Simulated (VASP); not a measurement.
Here is a VASP 6.6.1 calculation.

The input INCAR:

```
ALGO = Normal
EDIFF = 1E-6
EDIFFG = -0.01
ENCUT = 600
GGA = PS
IBRION = 2
ISIF = 3
ISMEAR = 1
LASPH = True
LCHARG = False
LREAL = False
LWAVE = False
NELM = 80
NSW = 90
PREC = Accurate
SIGMA = 0.1
```

The input KPOINTS:

```
k-points
0
Gamma
  12 12 7
```

File POSCAR:

```
Y
1.0
    3.6474000000      0.0000000000      0.0000000000
   -1.8237000000      3.1587410600      0.0000000000
    0.0000000000      0.0000000000      5.7306000000
Y
2
Direct
    0.3333333300      0.6666666700      0.2500000000
    0.6666666700      0.3333333300      0.7500000000
```

Potentials or basis: VASP PAW PBE potentials, release 64 (Y_sv).

Run with:

```bash
$ cat potpaw_PBE.64/Y_sv/POTCAR > POTCAR
$ mpirun -np 1 vasp_std > vasp.out
```

(1) Predict the band gap on the k mesh.

(2) Predict the space group after relaxing (to 0.05 Å).

(3) Estimate the relaxed cell.

(4) What does it give for the relaxed volume?

Results:

(1) none (metal or under the smearing width).

(2) P6_3/mmc (No. 194).

(3) a = 3.594 Å, b = 3.594 Å, c = 5.594 Å, α = 90.00°, β = 90.00°, γ = 120.00°.

(4) 31.30 Å³/atom.

Caveat: the PAW data sets were made with another functional, which shifts forces and pressure a little.
